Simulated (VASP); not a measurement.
# HfB2 (P6/mmm) in VASP: notebook

One crystal, HfB2, is run at these levels: PBE; tasks: relaxation of cell and atoms.

All numbers are computed with VASP 6.6.1; they aren't measurements. Logs are shortened: lines on timing, memory, paths and dates and some standing lists are left out, and cuts for length are marked.

## Step 1: The crystal as given

It takes space group P6/mmm (No. 191, hexagonal). The conventional cell has a = 3.140 Å, b = 3.140 Å, c = 3.480 Å, α = 90.00°, β = 90.00°, γ = 120.00°. Hf (site symmetry 6/mmm) has 12 B at 2.51 Å as nearest neighbours. B (site symmetry -6m2) is surrounded by 3 B at 1.81 Å.

## Step 2: Relaxation of cell and atoms, PBE

INCAR reads:

```
PREC     = Accurate       # precision mode
ENCUT    = 520            # plane-wave cutoff, eV
EDIFF    = 1E-6           # SCF threshold, eV
ISMEAR   = 0              # smearing method
SIGMA    = 0.1            # smearing width, eV
LREAL    = F              # projectors in reciprocal space
LASPH    = T              # aspherical terms in the spheres
NELM     = 120            # most SCF steps
ALGO     = Normal         # electronic algorithm
ISIF     = 3              # what is computed and relaxed
LWAVE    = F              # write WAVECAR
LCHARG   = F              # write CHGCAR
GGA      = PE             # functional
IBRION   = 2              # ionic algorithm
NSW      = 90             # ionic steps
EDIFFG   = -0.01          # ionic threshold
```

KPOINTS reads:

```
Automatic mesh
0
Gamma
  13 13 10
```

POSCAR reads:

```
HfB2
1.0
    3.1400000000      0.0000000000      0.0000000000
   -1.5700000000      2.7193197700      0.0000000000
    0.0000000000      0.0000000000      3.4800000000
Hf B
1 2
Direct
    0.0000000000      0.0000000000      0.0000000000
    0.3333333300      0.6666666700      0.5000000000
    0.6666666700      0.3333333300      0.5000000000
```

Potentials or basis: VASP PAW PBE potentials, release 64 (Hf_pv, B).

Launch:

```
$ cat potpaw_PBE.64/Hf_pv/POTCAR potpaw_PBE.64/B/POTCAR > POTCAR
$ mpirun -np 1 vasp_std > vasp.out
```

OUTCAR:

```text
PREC = Accurate
   ENCUT = 520
   EDIFF = 1E-6
   ISMEAR = 0
   LREAL = F
   LASPH = T
   NELM = 120
   ISIF = 3
   GGA = PE
   IBRION = 2
   NSW = 90
   EDIFFG = -0.01

 ion  position               nearest neighbor table
   1  0.000  0.000  0.000-   2 2.51   3 2.51   2 2.51   3 2.51   3 2.51   3 2.51   2 2.51   2 2.51
                             3 2.51   3 2.51   2 2.51   2 2.51
   2  0.333  0.667  0.500-   3 1.81   3 1.81   3 1.81   1 2.51   1 2.51   1 2.51   1 2.51   1 2.51
                             1 2.51
   3  0.667  0.333  0.500-   2 1.81   2 1.81   2 1.81   1 2.51   1 2.51   1 2.51   1 2.51   1 2.51
                             1 2.51

  LATTYP: Found a hexagonal cell.
 ALAT       =     3.1400000000
 C/A-ratio  =     1.1082802548

  Lattice vectors:

 A1 = (   3.1400000000,   0.0000000000,   0.0000000000)
 A2 = (  -1.5700000000,   2.7193197700,   0.0000000000)
 A3 = (   0.0000000000,   0.0000000000,   3.4800000000)

Analysis of symmetry for initial positions (statically):
=====================================================================
 Subroutine PRICEL returns:
 Original cell was already a primitive cell.

 Routine SETGRP: Setting up the symmetry group for a
 hexagonal supercell.

 Subroutine GETGRP returns: Found 24 space group operations
 (whereof 24 operations were pure point group operations)
 out of a pool of 24 trial point group operations.

The static configuration has the point symmetry D_6h.

Analysis of symmetry for dynamics (positions and initial velocities):
=====================================================================
 Subroutine PRICEL returns:
 Original cell was already a primitive cell.

 Routine SETGRP: Setting up the symmetry group for a
 hexagonal supercell.

 Subroutine GETGRP returns: Found 24 space group operations
 (whereof 24 operations were pure point group operations)
 out of a pool of 24 trial point group operations.

The dynamic configuration has the point symmetry D_6h.

 Subroutine INISYM returns: Found 24 space group operations
 (whereof 24 operations are pure point group operations),
 and found     1 'primitive' translations

----------------------------------------------------------------------------------------

                                     Primitive cell

  volume of cell :      29.7146

  direct lattice vectors                    reciprocal lattice vectors
     3.140000000  0.000000000  0.000000000     0.318471338  0.183869512  0.000000000
    -1.570000000  2.719319770  0.000000000     0.000000000  0.367739025  0.000000000
     0.000000000  0.000000000  3.480000000     0.000000000  0.000000000  0.287356322

  length of vectors
     3.140000000  3.140000002  3.480000000     0.367739025  0.367739025  0.287356322

  position of ions in fractional coordinates (direct lattice)
     0.000000000  0.000000000  0.000000000
     0.333333330  0.666666670  0.500000000
     0.666666670  0.333333330  0.500000000

  ion indices of the primitive-cell ions
   primitive index   ion index
                 1           1
                 2           2
                 3           3

----------------------------------------------------------------------------------------

 KPOINTS: Automatic mesh

Automatic generation of k-mesh.
 Grid dimensions read from file:
 generate k-points for:   13   13   10

 Generating k-lattice:

  Cartesian coordinates                     Fractional coordinates (reciprocal lattice)
     0.024497795  0.014143809  0.000000000     0.076923077  0.000000000  0.000000000
     0.000000000  0.028287617  0.000000000     0.000000000  0.076923077  0.000000000
     0.000000000  0.000000000  0.028735632     0.000000000  0.000000000  0.100000000

  Length of vectors
     0.028287617  0.028287617  0.028735632

  Shift w.r.t. Gamma in fractional coordinates (k-lattice)
     0.000000000  0.000000000  0.000000000

 Subroutine IBZKPT returns following result:
 ===========================================

 Found    126 irreducible k-points:

 Following reciprocal coordinates:
            Coordinates               Weight
  0.000000  0.000000  0.000000      1.000000
  0.076923 -0.000000  0.000000      6.000000
  0.153846  0.000000  0.000000      6.000000
  0.230769  0.000000  0.000000      6.000000
  0.307692  0.000000  0.000000      6.000000
  0.384615  0.000000  0.000000      6.000000
[... 16 lines left out ...]
  0.076923 -0.000000  0.100000     12.000000
  0.153846  0.000000  0.100000     12.000000
 [... further k-points ...]
   k-points           NKPTS =    126   k-points in BZ     NKDIM =    126   number of bands    NBANDS=     12
   number of dos      NEDOS =    301   number of ions     NIONS =      3
   total plane-waves  NPLWV =  16128
   dimension x,y,z NGX =    24 NGY =   24 NGZ =   28
   dimension x,y,z NGXF=    48 NGYF=   48 NGZF=   56
   ions per type =               1   2
   NGX,Y,Z   is equivalent  to a cutoff of  12.71, 12.71, 13.38 a.u.
   NGXF,Y,Z  is equivalent  to a cutoff of  25.41, 25.41, 26.75 a.u.
 SYSTEM =  unknown system
   PREC   = accura    normal or accurate (medium, high low for compatibility)
   ISTART =      0    job   : 0-new  1-cont  2-samecut
   ICHARG =      2    charge: 1-file 2-atom 10-const
   ISPIN  =      1    spin polarized calculation?
   LNONCOLLINEAR =      F non collinear calculations
   LSORBIT =      F    spin-orbit coupling
   LASPH  =      T    aspherical Exc in radial PAW
   ENCUT  =  520.0 eV  38.22 Ry    6.18 a.u.   5.84  5.84  6.47*2*pi/ulx,y,z
   NELM   =    120;   NELMIN=  2; NELMDL= -5     # of ELM steps
   EDIFF  = 0.1E-05   stopping-criterion for ELM
   LREAL  =      F    real-space projection
   EDIFFG = -.1E-01   stopping-criterion for IOM
   NSW    =     90    number of steps for IOM
   IBRION =      2    ionic relax: 0-MD 1-quasi-New 2-CG
   NFREE  =      1    steps in history (QN), initial steepest desc. (CG)
   ISIF   =      3    stress and relaxation
   ISYM   =      2    0-nonsym 1-usesym 2-fastsym
   POTIM  = 0.5000    time-step for ionic-motion
   TEBEG  =    0.0;   TEEND  =   0.0 temperature during run
   PSTRESS=    0.0 pullay stress
   NELECT =      16.0000    total number of electrons
   NUPDOWN=      -1.0000    fix difference up-down
   EMIN   =  10.00;   EMAX   =-10.00  energy-range for DOS
   EFERMI =   0.00;   METHOD = LEGACY
   ISMEAR =     0;   SIGMA  =   0.10  broadening in eV -4-tet -1-fermi 0-gaus
   EFERMI_NEDOS =   21; number of points for ismear=-14 and -15
   IALGO  =     38    algorithm
   IMIX   =      4    mixing-type and parameters
     AMIX     =   0.40;   BMIX     =  1.00
     AMIX_MAG =   1.60;   BMIX_MAG =  1.00
  volume/ion in A,a.u.               =       9.90        66.84
  Fermi-wavevector in a.u.,A,eV,Ry     =   1.331860  2.516850 24.134693  1.773850
  Thomas-Fermi vector in A             =   2.460838
   LORBIT       =      0    0 simple, 1 ext, 2 COOP (PROOUT), +10 PAW based schemes
   GGA     = PE    functional components
   LHFCALC =     F    Hartree Fock is set to
   AEXX    =    0.0000 exact exchange contribution
   IVDW    =     0    specifies the selected vdW correction
   LEPSILON=     F    determine dielectric tensor
   LRPA    =     F    only Hartree local field effects (RPA)
 conjugate gradient relaxation of ions
 non-spin polarized calculation
 Gauss-broadening in eV      SIGMA  =   0.10
  energy-cutoff  :      520.00
  volume of cell :       29.71
 maximum number of plane-waves:       820
 NGX is ok and might be reduce to    24
   NGX = 11   NGY = 11   NGZ = 13

--------------------------------------- Ionic step        1  -------------------------------------------

 number of electron      15.9999998 magnetization

 Free energy of the ion-electron system (eV)
  ---------------------------------------------------
  ext. energy  EPLUGINS =         0.00000000
  ---------------------------------------------------
  free energy    TOTEN  =       -26.40182782 eV

  energy without entropy =      -26.40020666  energy(sigma->0) =      -26.40101724

------------------------ aborting loop because EDIFF is reached ----------------------------------------

  FORCE on cell =-STRESS in cart. coord.  units (eV):
  Direction    XX          YY          ZZ          XY          YZ          ZX
  --------------------------------------------------------------------------------------
  -------------------------------------------------------------------------------------
  Total        0.1614634      0.1614634      0.2248174      0.0000000      0.0000000      0.0000000
  in kB        8.7059384      8.7059384     12.1219196      0.0000000      0.0000000      0.0000000
  external PRESSURE =       9.8445988 kB  Pullay stress =       0.0000000 kB
[... 96 lines left out ...]
  energy  without entropy=      -26.4005793567  energy(sigma->0) =      -26.40138598

--------------------------------------- Ionic step        4  -------------------------------------------

 number of electron      15.9999997 magnetization

 Free energy of the ion-electron system (eV)
  ---------------------------------------------------
  ext. energy  EPLUGINS =         0.00000000
  ---------------------------------------------------
  free energy    TOTEN  =       -26.40220659 eV

  energy without entropy =      -26.40060757  energy(sigma->0) =      -26.40140708

 E-fermi :   7.7816     XC(G=0): -12.5781

 val. band max:        7.7555016040   @ k =   0.3077   0.1538   0.0000
 cond. band min:       7.8385501054   @ k =   0.0769   0.0769   0.3000
 fundamental gap:      0.0830485014
 Fermi energy:         7.7816138312

 k-point     1 :       0.0000    0.0000    0.0000
  band No.  band energies     occupation
      1     -23.0113      2.00000
      2     -22.5166      2.00000
      3     -22.5166      2.00000
      4      -6.0923      2.00000
      5       4.6394      2.00000
      6       4.7595      2.00000
      7       4.7595      2.00000
      8       4.8481      2.00000
      9      11.6461      0.00000
     10      11.6461      0.00000
     11      12.2686      0.00000
     12      12.2686      0.00000
[... 331 lines left out ...]
 k-point    24 :       0.1538    0.0000    0.1000
  band No.  band energies     occupation
      1     -23.0089      2.00000
      2     -22.6853      2.00000
      3     -22.5527      2.00000
      4      -5.4502      2.00000
      5       3.4348      2.00000
      6       3.7271      2.00000
      7       4.7321      2.00000
      8       5.8149      2.00000
      9       9.8215      0.00000
     10      10.2533      0.00000
     11      12.2722      0.00000
     12      12.4263      0.00000

 [... further k-points ...]

------------------------ aborting loop because EDIFF is reached ----------------------------------------

  FORCE on cell =-STRESS in cart. coord.  units (eV):
  Direction    XX          YY          ZZ          XY          YZ          ZX
  --------------------------------------------------------------------------------------
  -------------------------------------------------------------------------------------
  Total        0.0020830      0.0020830      0.0021658      0.0000000      0.0000000      0.0000000
  in kB        0.1118771      0.1118771      0.1163241      0.0000000      0.0000000      0.0000000
  external PRESSURE =       0.1133594 kB  Pullay stress =       0.0000000 kB
[... 18 lines left out ...]
  FREE ENERGIE OF THE ION-ELECTRON SYSTEM (eV)
  ---------------------------------------------------
  free  energy   TOTEN  =       -26.4022065891 eV

  energy  without entropy=      -26.4006075666  energy(sigma->0) =      -26.40140708

 reached required accuracy - stopping structural energy minimisation
```

Run time: 74 s. Hardware: 1 thread of Intel Xeon Platinum 8259CL at 2.50GHz (Skylake/Cascade Lake), shared host; peak memory 0.19 GiB.

What came out:

```yaml
Free_energy: -26.4022 eV
Relaxed_volume: 9.94 Å³/atom
Relaxed_cell: a = 3.143 Å, b = 3.143 Å, c = 3.487 Å, α = 90.00°, β = 90.00°, γ = 120.00°
Space_group_after_relaxing_to_0.05_Å: P6/mmm (No. 191)
Energy_gained_by_relaxing: 0.1 meV/atom
Ionic_steps: 4
Pressure_after_relaxing: 0.0 GPa
Band_gap_on_the_k_mesh: none (metal or under the smearing width)
```

Step by step:
| step | energy change (eV) | largest force (eV/Å) | pressure (GPa) | volume (Å³) |
| --- | --- | --- | --- | --- |
| 1 | 0.0000 | 0.0000 | 0.98 | 29.71 |
| 2 | 0.0002 | 0.0000 | -1.23 | 29.98 |
| 3 | -0.0004 | 0.0000 | -0.02 | 29.83 |
| 4 | -0.0004 | 0.0000 | 0.01 | 29.83 |

Final structure:
```
CELL_PARAMETERS angstrom
3.14280 0.00000 0.00000
-1.57140 2.72175 0.00000
0.00000 0.00000 3.48738
ATOMIC_POSITIONS crystal
Hf 0.00000 0.00000 0.00000
B 0.33333 0.66667 0.50000
B 0.66667 0.33333 0.50000
```

The run has no spin-orbit coupling, so splittings on Hf are missing. Zero-point motion and thermal expansion aren't in these numbers.

## Step 3: Relaxation of cell and atoms, PBE

This run uses another cell than the first one, of 9.94 Å³/atom, 1.004 times its volume.

Changes to INCAR since step 2:

```diff
@@ -2,3 +2,3 @@
 ENCUT    = 520            # plane-wave cutoff, eV
-EDIFF    = 1E-6           # SCF threshold, eV
+EDIFF    = 1E-7           # SCF threshold, eV
 ISMEAR   = 0              # smearing method
@@ -14,3 +14,4 @@
 IBRION   = 2              # ionic algorithm
-NSW      = 90             # ionic steps
-EDIFFG   = -0.01          # ionic threshold
+NSW      = 60             # ionic steps
+EDIFFG   = -0.005         # ionic threshold
+POTIM    = 0.3            # step
```

KPOINTS is that of step 2.

POSCAR reads:

```
HfB2                                    
1.0
    3.1428042532     -0.0000000000      0.0000000000
   -1.5714021266      2.7217483245      0.0000000000
    0.0000000000     -0.0000000000      3.4873769968
  Hf              B             
     1     2
Direct
     1.0000000000000000    0.0000000000000000    1.0000000000000000
     0.3333333300000021    0.6666666699999979    0.5000000000000000
     0.6666666699999979    0.3333333300000021    0.5000000000000000
```

Potentials or basis: VASP PAW PBE potentials, release 64 (Hf_pv, B).

Launch:

```
$ cat potpaw_PBE.64/Hf_pv/POTCAR potpaw_PBE.64/B/POTCAR > POTCAR
$ mpirun -np 1 vasp_std > vasp.out
```

Run time: 37 s. Hardware: 1 thread of Intel Xeon Platinum 8259CL at 2.50GHz (Skylake/Cascade Lake), shared host; peak memory 0.18 GiB.

The run converged. Its results:

| Property | Result |
| --- | --- |
| Free energy | -26.4023 eV |
| Pressure after relaxing | 0.0 GPa |
| Band gap on the k mesh | none (metal or under the smearing width) |

Final structure:
```
Hf B
1.0
     3.14280    0.00000    0.00000
    -1.57140    2.72175    0.00000
     0.00000    0.00000    3.48738
Hf B
1 2
Direct
  0.00000 0.00000 0.00000
  0.33333 0.66667 0.50000
  0.66667 0.33333 0.50000
```

Levels at points of the mesh, in eV from the Fermi level:
```
           k point  band 4  band 5  band 6  band 7  band 8  band 9  band 10  band 11  band 12
(0.00, 0.00, 0.00)  -13.87   -3.14   -3.02   -3.02   -2.93    3.86     3.86     4.49     4.49
(0.00, 0.00, 0.50)  -11.49   -8.49   -1.33   -1.33    0.19    0.19     0.86     0.86     2.06
```

Caveat: the relaxation stopped at its first step, so nothing moved. Spin-orbit coupling is left out, which matters for the levels of Hf.
